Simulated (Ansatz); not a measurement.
**BaS: moving S off its site**

BaS, Fm-3m, a = 6.388 Å (as given, not relaxed at this level: -2.5 GPa). Ansatz: LDA, PAW, 420 eV, Γ-centred 8×8×8 mesh on 2 atoms, Gaussian smearing 0.05 eV; no spin polarisation.

```
Ba S
1.0
     0.00000    3.19375    3.19375
     3.19375    0.00000    3.19375
     3.19375    3.19375    0.00000
Ba S
1 1
Direct
  0.00000 0.00000 0.00000
  0.50000 0.50000 0.50000
```

Atom 2 (S) moves by x along the unit vector (0.707, -0.707, 0.000), with its periodic images; all else is held. y is the free energy of the cell over the start, F the force along the path summed over the moved atoms. Symmetry makes y even in x.

```
  x (Å) y (meV) F (eV/Å)
-0.5000        ?         ?
-0.2500     55.4      0.47
 0.0000      0.0      0.00
 0.0625      3.3     -0.11
 0.1250     13.3     -0.22
 0.1875     30.5     -0.33
 0.3125     89.0     -0.61
 0.3750    132.1     -0.77
 0.4375    185.8     -0.95
```

Problem. Fit y = c2 x² + c4 x⁴ to the energies of the other rows, give the force constant, and predict energy and force of the missing row.

Solution. Least squares on the rows shown. y = 847.68 x² + 644.96 x⁴. The force constant is 2 c2 = 1.70 eV/Å², for the cell as given, at -2.5 GPa (for all images moving together, not for a lone atom). With two atoms in a cubic cell this is the optical mode at Γ without the LO field: ω = 521.5 √(2 c2/μ) = 133 cm⁻¹ for μ = 25.99 u. The force −dy/dx at the missing row is 1.17 eV/Å (computed 1.15). At x = -0.5000 the fit asked for gives 252.2 meV. The run gave 251.3 meV, so the fit is 0.9 meV too high, a small miss on the scale of the series.